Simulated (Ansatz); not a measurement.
# SnTe (Fm-3m) in Ansatz: settings compared

The runs below take SnTe through band structure, with PBE, LDA.

Everything below comes from runs of Ansatz 0.2.0. Logs are shortened: lines on timing, memory, paths and dates and some standing lists are left out, and cuts for length are marked.

**What was measured.**

A printed reference work, textbook reports, for a bulk crystal of SnTe at 300 K: band gap 0.18 eV (direct).

How close the calculation comes is told below.

## (1) The structure

It takes space group Fm-3m (No. 225, cubic). Conventional cell: a = 6.302 Å, b = 6.302 Å, c = 6.302 Å, α = 90.00°, β = 90.00°, γ = 90.00°. Around Te (site symmetry m-3m) lie 6 Sn at 3.15 Å. Sn (site symmetry m-3m) has 6 Te at 3.15 Å as nearest neighbours.

## (2) Band structure, PBE, spin-orbit coupling, no magnetisation

input.yaml reads:

```yaml
crystal:
  lattice:
    - [0.0, 3.15085, 3.15085]
    - [3.15085, 0.0, 3.15085]
    - [3.15085, 3.15085, 0.0]
  atoms:
    - { symbol: Te, position: [0.5, 0.5, 0.5] }
    - { symbol: Sn, position: [0.0, 0.0, 0.0] }
kpoints:
  mp_grid: { grid: [5, 5, 5] }
  band_path:
    path:
      - [0.0, 0.0, 0.0]
      - [0.5, 0.0, 0.5]
      - [0.5, 0.25, 0.75]
      - [0.375, 0.375, 0.75]
      - [0.0, 0.0, 0.0]
      - [0.5, 0.5, 0.5]
      - [0.625, 0.25, 0.625]
      - [0.5, 0.25, 0.75]
    npoints: 6
scf:
  occupations: { method: fermi_dirac, width: 0.05 }
hamiltonian:
  xc: pbe
  pseudopotentials: { kind: all_electron, lapw: { basis_error: 0.001 } }
magnetization:
  noncollinear: true
  spin_orbit: true
output:
  forces: true
  stress: true
  eigenvalues: true
```

Potentials or basis: all-electron LAPW, relativistic spinors.

Started as:

```console
$ ansatz run input.yaml --threads 1 --pin off --max-ram 3072MiB --backend cpu --events-out ev --progress --plain --runs-dir out
```

What it wrote:

```text
Warning: RAYON_NUM_THREADS=1 ignored (pool sized by the plan → 1); use --threads N
LAPW: plane waves up to 6.972 Å⁻¹, error target 1.0e-3 eV per atom; Dirac's equation on spinors; Sn in spheres of 1.592 Å, 22 of its electrons in bands; Te in spheres of 1.559 Å, 24 of its electrons in bands (how accurate: hamiltonian.pseudopotentials.lapw.basis_error, Limitations)
Engine: ansatz 0.2.0, aarch64-unknown-linux-gnu
Pseudopotentials: kind: all_electron
Pseudopotential: Te, LAPW, valence charge 24, lapw/all_electron/dirac/gaussian/Te, Dirac's equation, gaussian nucleus
Pseudopotential: Sn, LAPW, valence charge 22, lapw/all_electron/dirac/gaussian/Sn, Dirac's equation, gaussian nucleus
Functional definition: PBE
  parameter kappa = 0.804
  parameter beta = 0.06672455060314922
  exchange = pbe_x(kappa = kappa, mu = beta*pi^2/3)
  correlation = pbe_c(beta = beta)
non-collinear run that drives no moment, with spin-orbit: no starting moment large enough to seed its density (crystal.atoms[].spin), no starting occupations that ask for one, no magnetisation constraint and no magnetic field, so the semilocal B_xc is pinned to zero
Crystal: 2 atoms, lattice volume = 62.562 Å³
Basis set: ecut = 185.17251850597637 eV, 339 PW (Γ), exchange–correlation at level 2
Bands: 56, of which v1, the nominal top of the filled ones, is band 46 counted from 1 (45 counted from 0)
Symmetry: 48 space group operations + 48 with time reversal
Magnetic group: BNS 225.117 (UNI 1619), of the structure as read, at distance tolerance 4.0e-5 Å
k-points: 10 of 125
Non-local potential: Te, projectors of the file, none
Non-local potential: Sn, projectors of the file, none
Initial density: superposition of atomic densities (chi_scale 0.1, normalization cell, long waves kept (reshape's long-wave potential 0.00 eV rms))
Initial wavefunctions: plane waves of lowest kinetic energy (no species holds an atomic orbital)
Functional: x = pbe(κ = 0.804, μ = 0.2195149727645171), c = pbe(β = 0.06672455060314922)
iter 1 solved again at ethr=4.32e-4 eV; its pass at ethr=1.00e-1 eV (dr2=1.99e-1 eV) is discarded
SCF iter   1: F=—  HF=-353086.969160 eV  |F-HF|=—  |Δ(HF+E_count)|=         —  Δρ=1.22e-2  dr2=1.99e-1  dr2_m=0.00e0 (ungated)  ethr=4.32e-4  |M|=0.00e0 ∫|m|=0.00e0 μB  β_m=0.30  ⟨swp⟩=2.7  Hψ=3594  notcnv=0
preconditioner: auto → none  [insulator: Δε(μ)=0.716 eV  Ē_g=9.569 eV  σ=0.050 eV  W_gap=1.00  n_scr=14 (ndim 8)  ℏωp=14.8 eV  f_vac=0.029  D(μ)=0.01/eV (n_scr^D=0)  ε∞_Penn≈3.4]
SCF iter   2: F=—  HF=-353086.920437 eV  |F-HF|=—  |Δ(HF+E_count)|=   4.87e-2  Δρ=6.10e-3  dr2=3.55e-2  dr2_m=0.00e0 (ungated)  ethr=4.32e-4  |M|=0.00e0 ∫|m|=0.00e0 μB  β_m=0.39  ⟨swp⟩=2.0  Hψ=1758  notcnv=0
SCF iter   3: F=—  HF=-353086.919002 eV  |F-HF|=—  |Δ(HF+E_count)|=   1.43e-3  Δρ=2.60e-3  dr2=4.32e-3  dr2_m=0.00e0 (ungated)  ethr=7.71e-5  |M|=0.00e0 ∫|m|=0.00e0 μB  β_m=0.54  ⟨swp⟩=2.0  Hψ=1662  notcnv=0
iter 4 solved again at ethr=2.03e-7 eV; its pass at ethr=9.38e-6 eV (dr2=9.35e-5 eV) is discarded
SCF iter   4: F=—  HF=-353086.920573 eV  |F-HF|=—  |Δ(HF+E_count)|=   1.57e-3  Δρ=4.02e-4  dr2=9.40e-5  dr2_m=0.00e0 (ungated)  ethr=2.03e-7  |M|=0.00e0 ∫|m|=0.00e0 μB  β_m=0.59  ⟨swp⟩=2.0  Hψ=2818  notcnv=0
SCF iter   5: F=—  HF=-353086.920641 eV  |F-HF|=—  |Δ(HF+E_count)|=   6.74e-5  Δρ=2.91e-5  dr2=6.28e-7  dr2_m=0.00e0 (ungated)  ethr=2.03e-7  |M|=0.00e0 ∫|m|=0.00e0 μB  β_m=0.70  ⟨swp⟩=2.8  Hψ=1700  notcnv=0
SCF iter   6: F=-353086.920642 eV  HF=-353086.920642 eV  |F-HF|=1.98e-8  |Δ(HF+E_count)|=   1.07e-6  Δρ=5.73e-6  dr2=1.32e-8  dr2_m=0.00e0 (ungated)  ethr=1.37e-9  |M|=0.00e0 ∫|m|=0.00e0 μB  ⟨swp⟩=3.0  Hψ=1760  notcnv=0
SCF 1 converged in 6 iterations: F = -353086.920642 eV  dr2 = 1.32e-8
NSCF: frozen V_eff on 43 k-points
SCF converged after 6 iterations
Magnetization: |M| = 0.0000 μB,  M = (+0.0000, +0.0000, +0.0000) μB
Absolute magnetization: 0.0000 μB (∫|m|)
  site 0: m = (+0.0000, +0.0000, +0.0000) μB, |m| = 0.0000 μB  (R = 1.56 Å)
  site 1: m = (+0.0000, +0.0000, +0.0000) μB, |m| = 0.0000 μB  (R = 1.59 Å)
Free energy (F): -353086.920642 eV
Harris-Foulkes:  -353086.920642 eV  (|F-HF|=1.98e-8)
Internal energy: -353086.920310 eV  (E = F + TS)
E sigma→0 (E₀):  -353086.920476 eV
Entropy (-TS):   -0.000332 eV (-0.166 meV/atom)
Fermi energy:    12.050903 eV
--- Per-component energies (eV) ---
  E_band       = -1843.786414
  E_kinetic    = 372616.523675
  E_xc         = -9294.087051
  E_electrostatic = -716409.356934  (all electrons and nuclei)
  E_smearing   = -0.000332  (= −TS)
  E_closure    = 0.000000  (closes the sum)
  E_atoms      = -353079.364854  (free atoms, spherical and without spin; not in F)
  Σ components = -353086.920642   (vs F -353086.920642, Δ=0.00e0)
  Basis errors (estimates in eV, not in F): energy 3.4e-4 per atom: plane waves 3.3e-4 (1.8e-4 summed), levels above the bands 6.6e-44, relativity 9.6e-8, radial functions 1.1e-5, core shells 6.2e-10; eigenvalues (radial functions only) 1.8e-6; not estimated: angular momenta, meshes, grids; target (lapw.basis_error) 1.0e-3; muffin-tin radii Sn 1.592 Å, Te 1.559 Å
--- Forces (eV/Å), atoms counted from 1 ---
  atom   1  Te    -0.00000000    -0.00000000     0.00000000
  atom   2  Sn     0.00000000     0.00000000     0.00000000
  max |Σ_I F_I| component: 4.01e-25 eV/Å
--- Stress (GPa, compression-positive) ---
        2.217563      -0.000000       0.000000
       -0.000000       2.217563       0.000000
        0.000000       0.000000       2.217563
  P = ⅓ Tr σ = 2.2176 GPa (22.176 kbar)
--- Band table (eV; the first three rows and the last of 10) ---
  k-point 0: bands = ["-147.5773", "-147.5773", "-117.8085", "-117.8085", "-104.4066", "-104.4066", "-94.6991", "-94.6991", "-94.6991", "-94.6991", "-78.8713", "-78.8713", "-71.3064", "-71.3064", "-71.3064", "-71.3064", "-25.8687", "-25.8687", "-25.8687", "-25.8687", "-24.4054", "-24.4054", "-24.4054", "-24.4054", "-24.4026", "-24.4026", "-10.4720", "-10.4720", "-10.4720", "-10.4720", "-9.4354", "-9.4354", "-9.4354", "-9.4354", "-9.4318", "-9.4318", "-0.7545", "-0.7545", "7.3747", "7.3747", "9.3212", "9.3212", "10.1622", "10.1622", "10.1622", "10.1622", "14.8153", "14.8153", "15.6603", "15.6603", "15.6603", "15.6603", "16.8017", "16.8017", "16.8017", "16.8017"]
  k-point 1: bands = ["-147.5773", "-147.5773", "-117.8085", "-117.8085", "-104.4066", "-104.4066", "-94.6991", "-94.6991", "-94.6991", "-94.6991", "-78.8713", "-78.8713", "-71.3064", "-71.3064", "-71.3064", "-71.3064", "-25.8687", "-25.8687", "-25.8686", "-25.8686", "-24.4054", "-24.4054", "-24.4051", "-24.4051", "-24.4024", "-24.4024", "-10.4725", "-10.4725", "-10.4712", "-10.4712", "-9.4372", "-9.4372", "-9.4345", "-9.4345", "-9.4302", "-9.4302", "-0.4256", "-0.4256", "5.8940", "5.8940", "9.5854", "9.5854", "10.2191", "10.2191", "10.9184", "10.9184", "13.6386", "13.6386", "14.2473", "14.2473", "14.2730", "14.2730", "16.9097", "16.9097", "17.6126", "17.6126"]
  k-point 2: bands = ["-147.5773", "-147.5773", "-117.8085", "-117.8085", "-104.4066", "-104.4066", "-94.6991", "-94.6991", "-94.6991", "-94.6991", "-78.8713", "-78.8713", "-71.3064", "-71.3064", "-71.3064", "-71.3064", "-25.8686", "-25.8686", "-25.8682", "-25.8682", "-24.4053", "-24.4053", "-24.4047", "-24.4047", "-24.4020", "-24.4020", "-10.4733", "-10.4733", "-10.4699", "-10.4699", "-9.4403", "-9.4403", "-9.4330", "-9.4330", "-9.4276", "-9.4276", "0.3345", "0.3345", "4.0480", "4.0480", "9.8363", "9.8363", "10.4258", "10.4258", "11.7115", "11.7115", "12.3344", "12.3344", "12.7508", "12.7508", "12.8057", "12.8057", "18.7163", "18.7163", "19.7525", "19.7525"]
  k-point 9: bands = ["-147.5773", "-147.5773", "-117.8085", "-117.8085", "-104.4066", "-104.4066", "-94.6991", "-94.6991", "-94.6991", "-94.6991", "-78.8713", "-78.8713", "-71.3064", "-71.3064", "-71.3064", "-71.3064", "-25.8684", "-25.8684", "-25.8683", "-25.8683", "-24.4051", "-24.4051", "-24.4049", "-24.4049", "-24.4018", "-24.4018", "-10.4723", "-10.4723", "-10.4704", "-10.4704", "-9.4403", "-9.4403", "-9.4345", "-9.4345", "-9.4255", "-9.4255", "0.7791", "0.7791", "4.5568", "4.5568", "7.5340", "7.5340", "7.7431", "7.7431", "10.8005", "10.8005", "13.1767", "13.1767", "15.9952", "15.9952", "16.4762", "16.4762", "17.4568", "17.4568", "18.9045", "18.9045"]
```

Wall time 54 s (1 thread of Arm Neoverse V1, shared host); peak memory 0.39 GiB.

Results:

```yaml
Free_energy: -353086.9206 eV
Pressure: 2.2 GPa
Band_gap_along_the_path: 0.26 eV, direct
```

Levels at the corners of the path, in eV from the Fermi level:
| point | band 44 | band 45 | band 46 | band 47 | band 48 | band 49 |
| --- | --- | --- | --- | --- | --- | --- |
| Γ | -1.89 | -1.89 | -1.89 | 2.76 | 2.76 | 3.61 |
| X | -3.99 | -3.54 | -3.54 | 2.17 | 2.17 | 4.52 |
| W | -4.77 | -0.85 | -0.85 | 0.83 | 0.83 | 4.50 |
| K | -3.34 | -2.67 | -2.67 | 2.79 | 2.79 | 3.26 |
| Γ | -1.89 | -1.89 | -1.89 | 2.76 | 2.76 | 3.61 |
| L | -1.56 | -0.13 | -0.13 | 0.14 | 0.14 | 0.30 |
| U | -3.34 | -2.67 | -2.67 | 2.79 | 2.79 | 3.26 |
| W | -4.77 | -0.85 | -0.85 | 0.83 | 0.83 | 4.50 |

Caveat: this odd mesh misses L, where the gap lies, so gap, dielectric constants and Born charges aren't listed.

## (3) Band structure, LDA

Edit input.yaml of step 2 so:

```diff
@@ -9,3 +9,3 @@
 kpoints:
-  mp_grid: { grid: [5, 5, 5] }
+  mp_grid: { grid: [7, 7, 7] }
   band_path:
@@ -20,3 +20,3 @@
       - [0.5, 0.25, 0.75]
-    npoints: 6
+    npoints: 12
 scf:
@@ -24,7 +24,4 @@
 hamiltonian:
-  xc: pbe
+  xc: lda
   pseudopotentials: { kind: all_electron, lapw: { basis_error: 0.001 } }
-magnetization:
-  noncollinear: true
-  spin_orbit: true
 output:
```

Potentials or basis: all-electron LAPW, scalar-relativistic.

Started as:

```console
$ ansatz run input.yaml --threads 1 --pin off --max-ram 3072MiB --backend cpu --events-out ev --progress --plain --runs-dir out
```

What it wrote:

```text
Warning: RAYON_NUM_THREADS=1 ignored (pool sized by the plan → 1); use --threads N
LAPW: plane waves up to 6.978 Å⁻¹, error target 1.0e-3 eV per atom; small_component_spin mean_spin; Sn in spheres of 1.592 Å, 22 of its electrons in bands, Dirac shells []; Te in spheres of 1.559 Å, 24 of its electrons in bands, Dirac shells [] (how accurate: hamiltonian.pseudopotentials.lapw.basis_error, Limitations)
Engine: ansatz 0.2.0, aarch64-unknown-linux-gnu
Pseudopotentials: kind: all_electron
Pseudopotential: Te, LAPW, valence charge 24, lapw/all_electron/scalar/gaussian/Te, Koelling and Harmon's equation, gaussian nucleus
Pseudopotential: Sn, LAPW, valence charge 22, lapw/all_electron/scalar/gaussian/Sn, Koelling and Harmon's equation, gaussian nucleus
Functional definition: SPW92
  exchange = slater_x
  correlation = pw_c
Crystal: 2 atoms, lattice volume = 62.562 Å³
Basis set: ecut = 185.53361980646403 eV, 339 PW (Γ), exchange–correlation at level 2
Bands: 28, of which v1, the nominal top of the filled ones, is band 23 counted from 1 (22 counted from 0)
Symmetry: 48 space group operations
Space group: Fm-3m (ITA 225), of the structure as read, at distance tolerance 4.0e-5 Å
k-points: 20 of 343
Non-local potential: Te, projectors of the file, none
Non-local potential: Sn, projectors of the file, none
Initial density: superposition of atomic densities (chi_scale 0.1, normalization cell, long waves kept (reshape's long-wave potential 0.00 eV rms))
Initial wavefunctions: plane waves of lowest kinetic energy (no species holds an atomic orbital)
Functional: x = slater, c = lda
iter 1 solved again at ethr=4.17e-4 eV; its pass at ethr=1.00e-1 eV (dr2=1.92e-1 eV) is discarded
SCF iter   1: F=—  HF=-352677.303546 eV  |F-HF|=—  |Δ(HF+E_count)|=         —  Δρ=1.21e-2  dr2=1.92e-1  ethr=4.17e-4  ⟨swp⟩=2.7  Hψ=3606  notcnv=0
preconditioner: auto → none  [insulator: Δε(μ)=0.670 eV  Ē_g=17.431 eV  σ=0.050 eV  W_gap=1.00  n_scr=14 (ndim 8)  ℏωp=21.0 eV  f_vac=0.029  D(μ)=0.00/eV (n_scr^D=0)  ε∞_Penn≈2.5]
iter 2 solved again at ethr=1.72e-5 eV; its pass at ethr=4.17e-4 eV (dr2=7.90e-3 eV) is discarded
SCF iter   2: F=—  HF=-352677.248686 eV  |F-HF|=—  |Δ(HF+E_count)|=   5.49e-2  Δρ=3.82e-3  dr2=7.91e-3  ethr=1.72e-5  ⟨swp⟩=2.0  Hψ=2904  notcnv=0
SCF iter   3: F=—  HF=-352677.242497 eV  |F-HF|=—  |Δ(HF+E_count)|=   6.19e-3  Δρ=2.27e-3  dr2=3.92e-3  ethr=1.72e-5  ⟨swp⟩=2.0  Hψ=1665  notcnv=0
SCF iter   4: F=—  HF=-352677.242145 eV  |F-HF|=—  |Δ(HF+E_count)|=   3.52e-4  Δρ=8.19e-4  dr2=4.75e-4  ethr=8.53e-6  ⟨swp⟩=2.0  Hψ=1664  notcnv=0
SCF iter   5: F=—  HF=-352677.242035 eV  |F-HF|=—  |Δ(HF+E_count)|=   1.10e-4  Δρ=1.47e-4  dr2=1.44e-5  ethr=1.03e-6  ⟨swp⟩=2.0  Hψ=1664  notcnv=0
SCF iter   6: F=—  HF=-352677.242033 eV  |F-HF|=—  |Δ(HF+E_count)|=   1.54e-6  Δρ=1.50e-5  dr2=1.20e-7  ethr=3.13e-8  ⟨swp⟩=2.0  Hψ=1664  notcnv=0
SCF iter   7: F=-352677.242033 eV  HF=-352677.242033 eV  |F-HF|=1.22e-9  |Δ(HF+E_count)|=   2.60e-8  Δρ=2.09e-6  dr2=2.49e-9  ethr=2.61e-10  ⟨swp⟩=2.0  Hψ=1664  notcnv=0
SCF 1 converged in 7 iterations: F = -352677.242033 eV  dr2 = 2.49e-9
NSCF: frozen V_eff on 85 k-points
SCF converged after 7 iterations
Free energy (F): -352677.242033 eV
Harris-Foulkes:  -352677.242033 eV  (|F-HF|=1.22e-9)
Internal energy: -352677.241966 eV  (E = F + TS)
E sigma→0 (E₀):  -352677.242000 eV
Entropy (-TS):   -0.000067 eV (-0.034 meV/atom)
Fermi energy:    11.730569 eV
--- Per-component energies (eV) ---
  E_band       = -1847.745377
  E_kinetic    = 371626.743013
  E_xc         = -8987.542900
  E_electrostatic = -715316.442079  (all electrons and nuclei)
  E_smearing   = -0.000067  (= −TS)
  E_closure    = 0.000000  (closes the sum)
  E_atoms      = -352668.424347  (free atoms, spherical and without spin; not in F)
  Σ components = -352677.242033   (vs F -352677.242033, Δ=0.00e0)
  Basis errors (estimates in eV, not in F): energy 3.3e-4 per atom: plane waves 3.2e-4 (1.7e-4 summed), levels above the bands 2.1e-44, relativity 2.2e-9, radial functions 9.2e-6, core shells 6.1e-10; eigenvalues (radial functions only) 2.4e-6; not estimated: angular momenta, meshes, grids; target (lapw.basis_error) 1.0e-3; muffin-tin radii Sn 1.592 Å, Te 1.559 Å
--- Forces (eV/Å), atoms counted from 1 ---
  atom   1  Te    -0.00000000     0.00000000     0.00000000
  atom   2  Sn     0.00000000    -0.00000000     0.00000000
  max |Σ_I F_I| component: 7.81e-32 eV/Å
--- Stress (GPa, compression-positive) ---
       -1.550982      -0.000000       0.000000
       -0.000000      -1.550982      -0.000000
        0.000000      -0.000000      -1.550982
  P = ⅓ Tr σ = -1.5510 GPa (-15.510 kbar)
--- Band table (eV; the first three rows and the last of 20) ---
  k-point 0: bands = ["-147.4084", "-117.6977", "-97.6257", "-97.6257", "-97.6257", "-73.6162", "-73.6162", "-73.6162", "-25.2225", "-25.2225", "-25.2167", "-25.2167", "-25.2167", "-10.0499", "-10.0499", "-10.0410", "-10.0410", "-10.0410", "-1.1353", "6.8635", "9.5933", "9.5933", "9.5933", "15.0009", "15.0009", "15.0009", "16.5454", "16.5454"]
  k-point 1: bands = ["-147.4084", "-117.6977", "-97.6257", "-97.6257", "-97.6257", "-73.6162", "-73.6162", "-73.6162", "-25.2225", "-25.2225", "-25.2166", "-25.2165", "-25.2165", "-10.0509", "-10.0509", "-10.0407", "-10.0398", "-10.0398", "-0.9654", "6.0311", "9.6257", "9.6257", "10.1528", "14.1947", "14.1947", "14.2088", "16.4535", "16.9614"]
  k-point 2: bands = ["-147.4084", "-117.6977", "-97.6257", "-97.6257", "-97.6257", "-73.6162", "-73.6162", "-73.6162", "-25.2224", "-25.2224", "-25.2164", "-25.2162", "-25.2162", "-10.0534", "-10.0534", "-10.0401", "-10.0370", "-10.0370", "-0.5005", "4.6016", "9.7428", "9.7428", "10.8685", "12.9830", "12.9830", "13.0103", "17.1132", "18.1101"]
  k-point 19: bands = ["-147.4084", "-117.6977", "-97.6257", "-97.6257", "-97.6257", "-73.6162", "-73.6162", "-73.6162", "-25.2227", "-25.2221", "-25.2164", "-25.2160", "-25.2155", "-10.0626", "-10.0508", "-10.0390", "-10.0360", "-10.0306", "0.4821", "4.1532", "6.7867", "7.5000", "10.4838", "12.8642", "15.8282", "16.7231", "16.9550", "18.1680"]
```

It took 14 s on 1 thread of Arm Neoverse V1, shared host; peak memory 0.27 GiB.

Results:

| Item | Value |
| --- | --- |
| Free energy | -352677.2420 eV |
| Pressure | -1.6 GPa |
| Band gap along the path | 0.09 eV, indirect (least direct gap 0.11 eV) |

Levels at the corners of the path, in eV from the Fermi level:
```csv
point,band 21,band 22,band 23,band 24,band 25,band 26
Γ,-2.14,-2.14,-2.14,3.27,3.27,3.27
X,-5.57,-3.74,-3.74,2.19,4.83,4.83
W,-4.82,-4.82,-0.84,0.78,4.60,4.60
K,-5.18,-3.24,-2.75,2.98,3.03,4.17
Γ,-2.14,-2.14,-2.14,3.27,3.27,3.27
L,-1.79,-1.79,-0.07,0.03,0.33,0.33
U,-5.18,-3.24,-2.75,2.98,3.03,4.17
W,-4.82,-4.82,-0.84,0.78,4.60,4.60
```

Caveat: this odd mesh misses L, where the gap lies, so gap, dielectric constants and Born charges aren't listed; spin-orbit coupling is left out, which moves the levels of the heavy elements.

## (4) Against experiment

Step 2. A measured gap of SnTe is 0.18 eV (direct; 300 K; a printed reference work, textbook); the calculated 0.26 eV misses it by +0.08 eV. The value is that of PBE, without temperature or zero-point motion.

Step 3. A measured gap of SnTe is 0.18 eV (direct; 300 K; a printed reference work, textbook); the calculated 0.09 eV misses it by -0.09 eV. Spin-orbit coupling on Sn, Te is left out. The value is that of LDA, without temperature or zero-point motion. Semilocal functionals fall short of measured gaps as a rule.
